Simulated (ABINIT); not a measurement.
# CdSe (Cadmoselite) (P6_3mc) in ABINIT: single point with LDA

Aim: the single point of CdSe (Cadmoselite) with LDA.

Program: ABINIT 10.8.3 (patched build). These are calculated values, not measurements. Logs are shortened: lines on timing, memory, paths and dates and some standing lists are left out, and cuts for length are marked. The log counts tension as positive stress, the text compression.

**What was measured.**

A printed reference work, data compilation reports, for a bulk crystal of CdSe at 2 K: band gap 1.841 eV.

The runs below are set against these values where they give the same quantity.

### Step 1. Starting point

The structure is hexagonal, space group P6_3mc (No. 186). Conventional cell: a = 4.300 Å, b = 4.300 Å, c = 7.020 Å, α = 90.00°, β = 90.00°, γ = 120.00°. Cd (site symmetry 3m) has 4 Se at 2.61 to 2.70 Å as nearest neighbours. Se (site symmetry 3m) has 4 Cd at 2.61 to 2.70 Å as nearest neighbours.

### Step 2. Single point, LDA

Contents of run.abi:

```
# Pseudopotentials
pp_dirpath "./"
pseudos "Cd.upf, Se.upf"

# Structure
acell 8.1258223359 8.1258223359 13.2658773949
rprim
     1.0000000000     0.0000000000     0.0000000000
    -0.5000000000     0.8660254038     0.0000000000
     0.0000000000     0.0000000000     1.0000000000
ntypat 2
znucl 48 34
natom 4
typat 1 1 2 2
xred
     0.6666666667     0.3333333333     0.5000000000
     0.3333333333     0.6666666667     0.0000000000
     0.6666666667     0.3333333333     0.8850000000
     0.3333333333     0.6666666667     0.3850000000

# Plane-wave basis
ecut 51.0

# k points
kptopt 1
ngkpt 5 5 3
nshiftk 1
shiftk 0.0 0.0 0.0

# Exchange and correlation
ixc 7

# Bands and occupations
nband 44
occopt 3
tsmear 0.05 eV

# SCF cycle
nstep 100
tolvrs 1.0e-10

# Output
iomode 3
prtwf 0
prteig 0
prtebands 0
enunit 1
prtden 1
prtvha 1
prtvclmb 1
prtpot 1
prtelf 1
```

Potentials or basis: PseudoDojo NC SR LDA v0.4.1 standard.

Launch:

```bash
$ mpirun --bind-to none -np 4 abinit run.abi > log 2>&1
```

run.abo:

```text
.Version 10.8.3 of ABINIT
 Symmetries : space group P6_3 m c (#186); Bravais hP (primitive hexag.)
================================================================================
 Values of the parameters that define the memory need of the present run
     intxc =       0    ionmov =       0      iscf =       7    lmnmax =       6
     lnmax =       6     mgfft =      90  mpssoang =       3    mqgrid =    4265
     natom =       4  nloc_mem =       1    nspden =       1   nspinor =       1
    nsppol =       1      nsym =      12    n1xccc =    2501    ntypat =       2
    occopt =       3   xclevel =       1
       mpw =       13217          nfft =      262440          nkpt =          10
================================================================================
================================================================================

--------------------------------------------------------------------------------
------------- Echo of variables that govern the present computation ------------
--------------------------------------------------------------------------------
 -outvars: echo values of preprocessed input variables --------
            acell      8.1258223359E+00  8.1258223359E+00  1.3265877395E+01 Bohr
              amu      1.12411000E+02  7.89600000E+01
             ecut      5.10000000E+01 Hartree
           enunit           1
              ixc           7
         kptrlatt        5    0    0      0    5    0      0    0    3
          kptrlen      3.97976322E+01
            natom           4
            nband          44
            ngfft          54      54      90
             nkpt          10
            nstep         100
             nsym          12
           ntypat           2
           occopt           3
        prtebands           0
           prteig           0
           prtelf           1
           prtpot           1
         prtvclmb           1
           prtvha           1
            prtwf           0
            rprim      1.0000000000E+00  0.0000000000E+00  0.0000000000E+00
                      -5.0000000000E-01  8.6602540380E-01  0.0000000000E+00
                       0.0000000000E+00  0.0000000000E+00  1.0000000000E+00
          spgroup         186
           tolvrs      1.00000000E-10
           tsmear      1.83746611E-03 Hartree
            typat      1  1  2  2
           xangst      2.1499999985E+00  1.2413030779E+00  3.5099999976E+00
                      -5.4956976198E-16  2.4826061559E+00  0.0000000000E+00
                       2.1499999985E+00  1.2413030779E+00  6.2126999958E+00
                      -5.4956976198E-16  2.4826061559E+00  2.7026999982E+00
[... 148 lines left out ...]
    1       0.000000000000      0.000000000000     -0.066763485301
    2       0.000000000000      0.000000000000     -0.066763485301
    3       0.000000000000      0.000000000000      0.066763075222
    4      -0.000000000000      0.000000000000      0.066763075222

 cartesian coordinates (angstrom) at end:
    1      2.14999999854385     1.24130307793929     3.50999999762594
    2     -0.00000000000000     2.48260615587858     0.00000000000000
    3      2.14999999854385     1.24130307793929     6.21269999579792
    4     -0.00000000000000     2.48260615587858     2.70269999817198

 cartesian forces (hartree/bohr) at end:
    1     -0.00000000000000    -0.00000000000000     0.00503270747002
    2     -0.00000000000000    -0.00000000000000     0.00503270747002
    3     -0.00000000000000    -0.00000000000000    -0.00503270747002
    4      0.00000000000000     0.00000000000000    -0.00503270747002
 frms,max,avg= 2.9056350E-03 5.0327075E-03   0.000E+00  0.000E+00  1.546E-08 h/b

 cartesian forces (eV/Angstrom) at end:
    1     -0.00000000000000    -0.00000000000000     0.25879222328725
    2     -0.00000000000000    -0.00000000000000     0.25879222328725
    3     -0.00000000000000    -0.00000000000000    -0.25879222328725
    4      0.00000000000000     0.00000000000000    -0.25879222328725
 frms,max,avg= 1.4941376E-01 2.5879222E-01   0.000E+00  0.000E+00  7.948E-07 e/A
 length scales=  8.125822335900  8.125822335900 13.265877394900 bohr
              =  4.299999997088  4.299999997088  7.019999995252 angstroms
 Fermi (or HOMO) energy (eV) =   3.98528   Average Vxc (eV)=  -9.81298
 Eigenvalues (   eV  ) for nkpt=  10  k points:
 kpt#   1, nband= 44, wtk=  0.01333, kpt=  0.0000  0.0000  0.0000 (reduced coord)
 -97.67918  -97.67917  -58.83511  -58.83483  -58.83323  -58.83323  -58.83318  -58.83318
 -43.13248  -43.13248  -43.13247  -43.13247  -43.11762  -43.11762  -43.11756  -43.11756
 -43.11643  -43.11636   -8.92915   -8.55525   -4.17950   -4.17950   -4.12375   -4.12375
  -4.11586   -3.81708   -3.81708   -3.75071   -3.75071   -3.47683   -0.57649    3.01826
   3.01826    3.73192    3.74787    3.74787    4.16964    5.64319    9.49438    9.49438
   9.74772   10.62813   10.62813   11.21634
 prteigrs : prtvol=0 or 1, do not print more k-points.

--- !EnergyTerms
iteration_state     : {dtset: 1, }
comment             : Components of total free energy in Hartree
kinetic             :  2.79294295633542E+02
hartree             :  2.01687325054257E+02
xc                  : -9.58365676304482E+01
Ewald energy        : -3.05864710220396E+02
psp_core            :  9.82317650044336E+00
local_psp           : -5.87942086328002E+02
non_local_psp       : -9.41741696311253E+01
internal            : -5.93012736621729E+02
'-kT*entropy'       : -1.28251752966152E-05
total_energy        : -5.93012749446905E+02
total_energy_eV     : -1.61366989739909E+04
band_energy         : -7.53859090810624E+01
...

 Cartesian components of stress tensor (hartree/bohr^3)
  sigma(1 1)=  4.09620028E-05  sigma(3 2)=  0.00000000E+00
  sigma(2 2)=  4.09620024E-05  sigma(3 1)=  0.00000000E+00
  sigma(3 3)=  9.74765132E-05  sigma(2 1)=  0.00000000E+00

-Cartesian components of stress tensor (GPa)         [Pressure= -1.7594E+00 GPa]
- sigma(1 1)=  1.20514373E+00  sigma(3 2)=  0.00000000E+00
- sigma(2 2)=  1.20514372E+00  sigma(3 1)=  0.00000000E+00
- sigma(3 3)=  2.86785803E+00  sigma(2 1)=  0.00000000E+00

== END DATASET(S) ==============================================================
================================================================================

 -outvars: echo values of variables after computation  --------
            acell      8.1258223359E+00  8.1258223359E+00  1.3265877395E+01 Bohr
           etotal     -5.9301274945E+02
            fcart     -0.0000000000E+00 -0.0000000000E+00  5.0327074700E-03
                      -0.0000000000E+00 -0.0000000000E+00  5.0327074700E-03
                      -1.0603806431E-27 -6.1221104971E-28 -5.0327074700E-03
                       1.0603806431E-27  6.1221104971E-28 -5.0327074700E-03
            rprim      1.0000000000E+00  0.0000000000E+00  0.0000000000E+00
                      -5.0000000000E-01  8.6602540380E-01  0.0000000000E+00
                       0.0000000000E+00  0.0000000000E+00  1.0000000000E+00
           strten      4.0962002848E-05  4.0962002381E-05  9.7476513171E-05
                       0.0000000000E+00  0.0000000000E+00  0.0000000000E+00
           xangst      2.1499999985E+00  1.2413030779E+00  3.5099999976E+00
                      -5.4956976198E-16  2.4826061559E+00  0.0000000000E+00
                       2.1499999985E+00  1.2413030779E+00  6.2126999958E+00
                      -5.4956976198E-16  2.4826061559E+00  2.7026999982E+00
             xred      6.6666666667E-01  3.3333333333E-01  5.0000000000E-01
                       3.3333333333E-01  6.6666666667E-01  0.0000000000E+00
                       6.6666666667E-01  3.3333333333E-01  8.8500000000E-01
                       3.3333333333E-01  6.6666666667E-01  3.8500000000E-01
 Calculation completed.
```

Wall time 2.2 min (4 MPI ranks of Arm Neoverse V1, shared host); peak memory 0.56 GiB.

What came out:

```
Free energy                                           : -16136.6990 eV
Largest force                                         : 0.259 eV/Å
Band gap on the k mesh                                : 0.42 eV, direct
Valence electrons inside the program's atomic spheres : Cd 17.16; Se 13.25
```

Forces in eV/Å, atoms in the order of the input:
```
Cd   0.000  0.000  0.259
Cd   0.000  0.000  0.259
Se   0.000  0.000 -0.259
Se   0.000  0.000 -0.259
```

Levels at points of the mesh, in eV from the valence-band top:
```
           k point  band 34  band 35  band 36  band 37  band 38  band 39
(0.00, 0.00, 0.00)    -0.02     0.00     0.00     0.42     1.90     5.75
```

Caveat: the cutoff is too short for stress, so the log's stress isn't used.

### Step 3. Against experiment

Step 2. Measured gap of CdSe: 1.841 eV (2 K; a printed reference work, data compilation). This calculation gives 0.42 eV (-1.42 eV). So large a miss can be the level of theory's own, or it may mean another phase, state or a wrong row. Spin-orbit coupling on Cd, Se is left out. The value is that of LDA, without temperature or zero-point motion. Semilocal functionals fall short of measured gaps as a rule.
